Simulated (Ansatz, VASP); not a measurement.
## Two plane-wave programs on Si

Contents of INCAR:

```
  ALGO = Normal
  EDIFF = 1E-6
  ENCUT = 520
  GGA = PE
  ISIF = 2
  ISMEAR = 0
  LASPH = True
  LCHARG = False
  LREAL = False
  LWAVE = False
  NBANDS = 16
  NELM = 60
  PREC = Accurate
  SIGMA = 0.05
```

File KPOINTS:

```
k-points
0
Gamma
  12 12 6
```

File POSCAR:

```
Si
1.0
    3.8182503661      0.0000000000      0.0000000000
   -1.9091251831      3.3067018151      0.0000000000
    0.0000000000      0.0000000000      6.4746071459
Si
4
Direct
    0.3333333333      0.6666666667      0.0723590967
    0.6666666667      0.3333333333      0.5723590967
    0.3333333333      0.6666666667      0.4276409033
    0.6666666667      0.3333333333      0.9276409033
```

Input for Ansatz:

```yaml
crystal:
  lattice:
    - [3.8182503661, 0.0, 0.0]
    - [-1.9091251831, 3.3067018151, 0.0]
    - [0.0, 0.0, 6.4746071459]
  atoms:
    - { symbol: Si, position: [0.3333333333, 0.6666666667, 0.0723590967] }
    - { symbol: Si, position: [0.6666666667, 0.3333333333, 0.5723590967] }
    - { symbol: Si, position: [0.3333333333, 0.6666666667, 0.4276409033] }
    - { symbol: Si, position: [0.6666666667, 0.3333333333, 0.9276409033] }
basis:
  ecutwfc: 420
kpoints:
  mp_grid: { grid: [12, 12, 6] }
hamiltonian:
  xc: pbe
  pseudopotentials: { kind: paw, azcp: { folder: soft_1 } }
scf:
  occupations: { method: gaussian, width: 0.05 }
output:
  forces: true
  stress: true
  eigenvalues: true
  write_density: true
  write_potential: true
  elf: true
  volumetric_format: npy
```

Alike in both runs: task single point; functional PBE; k mesh 12 × 12 × 6; occupations gaussian, width 0.05 eV; no spin polarisation.

|  | VASP | Ansatz |
| --- | --- | --- |
| version | VASP 6.6.1 | Ansatz 0.2.0 |
| potentials or method | VASP PAW PBE potentials, release 64 (Si) | scalar-relativistic, plane waves, PAW |
| plane-wave cutoff (eV) | 520 | 420 |
| valence electrons in the cell | 16 | 16 |

Ansatz gave:

```
gap on the k mesh at the Fermi level (eV)       : 0.13
least direct gap on the mesh (eV)               : 1.08
pressure (GPa)                                  : -0.1
largest component of the traceless stress (GPa) : 1.23
rms of the force components (eV/Å)              : 0.843
```

**Question.** Which values does VASP return?

**Answer.** gap on the k mesh at the Fermi level (eV): 0.13; least direct gap on the mesh (eV): 1.09; pressure (GPa): -0.2; largest component of the traceless stress (GPa): 1.18; rms of the force components (eV/Å): 0.841.

Atom by atom the forces differ by 0.001 eV/Å (rms over components). The functional is the same, so the differences come from potentials, cutoffs and numerics.

Caveats: forces of over 1 eV/Å show positions far from the minimum, so gaps and moduli don't describe the material at rest.
